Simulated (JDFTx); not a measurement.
A run of JDFTx 1.7.0 (patched build):

The input CoSi2.in:

```
include CoSi2.lattice
coords-type Lattice
include CoSi2.ionpos

ion-species pseudo/Co.upf
ion-species pseudo/Si.upf
elec-cutoff 48 384
elec-ex-corr lda-PW
kpoint-folding 7 7 7
elec-smearing Fermi 0.0018374661
elec-n-bands 20
spintype z-spin
initial-magnetic-moments Co 2
elec-initial-magnetization 2 no
electronic-SCF nIterations 100 energyDiffThreshold 1e-09
electronic-minimize nIterations 30 energyDiffThreshold 1e-7
forces-output-coords Cartesian
lattice-minimize nIterations 40 energyDiffThreshold 1e-6

dump-name run.$VAR
dump End Ecomponents EigStats BandEigs Kpoints Forces Stress
```

CoSi2.lattice

```
lattice \
    0.0000000000     5.0606865617     5.0606865617 \
    5.0606865617     0.0000000000     5.0606865617 \
    5.0606865617     5.0606865617     0.0000000000
```

The input CoSi2.ionpos:

```
ion Co     0.0000000000     0.0000000000     0.0000000000 1
ion Si     0.7500000000     0.7500000000     0.7500000000 1
ion Si     0.2500000000     0.2500000000     0.2500000000 1
```

Potentials or basis: PseudoDojo-SR-LDA-0.4.1-standard with smoothed tails.

Run with:

```console
$ jdftx -c 1 -i CoSi2.in -o CoSi2.out
```

Hardware: 1 thread of Intel(R) Xeon(R) 6975P-C (Granite Rapids), on a shared host.

Q: Estimate the wall time of this run.

A: Run time: 7.8 min on 1 thread of Intel(R) Xeon(R) 6975P-C (Granite Rapids), on a shared host, peak memory 0.25 GiB. Counts: scf iterations 86, bands 20, k points 20, plane waves 4118, ion steps 6.
